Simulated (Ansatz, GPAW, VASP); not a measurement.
# One calculation of InAs, 4 ways

```
CELL_PARAMETERS angstrom
0.00000 3.01800 3.01800
3.01800 0.00000 3.01800
3.01800 3.01800 0.00000
ATOMIC_POSITIONS crystal
In 0.00000 0.00000 0.00000
As 0.75000 0.75000 0.75000
```

Alike in all runs: task single point; functional PBE; k mesh 8 × 8 × 8; occupations gaussian, width 0.011 eV; no spin polarisation; no spin-orbit coupling. A missing gap at this level doesn't show that the real crystal is a metal. Pressure is positive in compression and, in plane waves, holds the error of the finite cutoff, which Ansatz's Pulay term estimates and takes out.

```tsv
program and potentials	plane-wave cutoff (eV)	notes	band gap (eV)	pressure (GPa)
Ansatz, Ansatz PAW	420	14 valence electrons an atom on average; Pulay term of +0.04 GPa included	no gap	4.29
Ansatz, all-electron LAPW, scalar-relativistic	-	-	?	?
VASP, PBE PAW files As, In_d, 520 eV	520	9 valence electrons an atom on average	no gap	4.36
GPAW, GPAW PAW data sets (gpaw-data 1.2.1)	600	9 valence electrons an atom on average	no gap	4.04
```

**Question.** Estimate from the other rows what the run with Ansatz, all-electron LAPW, scalar-relativistic gave.

**Answer.** No band gap; pressure 4.30 GPa. The other rows, which needn't bracket it: pressure 4.04 to 4.36.
